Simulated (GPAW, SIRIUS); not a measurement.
Equation of state of Rh under PBE+D4

The structure is cubic, space group Fm-3m (No. 225). Conventional cell: a = 3.796 Å, b = 3.796 Å, c = 3.796 Å, α = 90.00°, β = 90.00°, γ = 90.00°. Rh (site symmetry m-3m) is surrounded by 12 Rh at 2.68 Å.

The cell was scaled at fixed shape and fractions and run with SIRIUS, all-electron FP-LAPW, apw+lo standard; PBE+D4, k mesh 12 × 12 × 12 on the cell of 1 atom, fermi-dirac occupations of 0.05 eV, no spin polarisation, no spin-orbit coupling. Energies are those that the program minimises, any entropy of the smearing included. For a metal such a mesh isn't converged to the digits shown.

| V (Å³/atom) | energy over the lowest row (meV/atom) |
| --- | --- |
| 12.8512 | 37.52 |
| 13.1246 | ? |
| 13.3981 | 1.11 |
| 13.6715 | 0.00 |
| 13.9449 | 8.37 |
| 14.2183 | 24.70 |
| 14.4918 | 48.63 |

**Question.** Fit the third-order Birch-Murnaghan form, give V0, B0 and B′, and predict the energy left open.

**Answer.** With y = (V0/V)^(2/3), E = E0 + (9 V0 B0/16) [(y - 1)³ B′ + (y - 1)² (6 - 4y)]. Least squares through the rows shown give V0 = 13.5651 Å³/atom, E0 = -0.76 meV, B0 = 289.4 GPa (1 eV/Å³ = 160.218 GPa) and B′ = 5.68, with a largest miss of 0.12 meV, so B0 and B′ are loose. At V = 13.1246 the form with these constants gives 13.14 meV; the run gave 13.04 meV an atom. Other set-ups at this level, from all their volumes (Å³/atom, GPa): GPAW, GPAW PAW data sets (gpaw-data 1.2.1): V0 13.685, B0 283.5. Measured volume: 13.75 Å³/atom at 298.15 K (a printed reference work), so the fit lies -1.3 % from it. The runs are for a static lattice.
